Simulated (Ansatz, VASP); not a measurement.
## One calculation of C, two programs

```
CELL_PARAMETERS angstrom
0.00000 1.78338 1.78338
1.78338 0.00000 1.78338
1.78338 1.78338 0.00000
ATOMIC_POSITIONS crystal
C 0.50000 0.50000 0.50000
C 0.75000 0.75000 0.75000
```

Alike in both runs: task single point; functional r2SCAN; k mesh 12 × 12 × 12; occupations gaussian, width 0.1 eV; no spin polarisation.

|  | VASP | Ansatz |
| --- | --- | --- |
| version | VASP 6.6.1 | Ansatz 0.2.0 |
| potentials or method | VASP PAW PBE potentials, release 64 (C) | PAW, plane waves, scalar-relativistic |
| plane-wave cutoff (eV) | 520 | 500 |
| valence electrons in the cell | 8 | 8 |

```csv
,VASP,Ansatz,Ansatz less VASP
pressure (GPa),-1.3,-2.4,-1.09
```

With one functional, cell and mesh, what is left measures potentials, basis and numerics.

Caveats: the PAW data sets were made with another functional, which shifts forces and pressure a little (VASP).
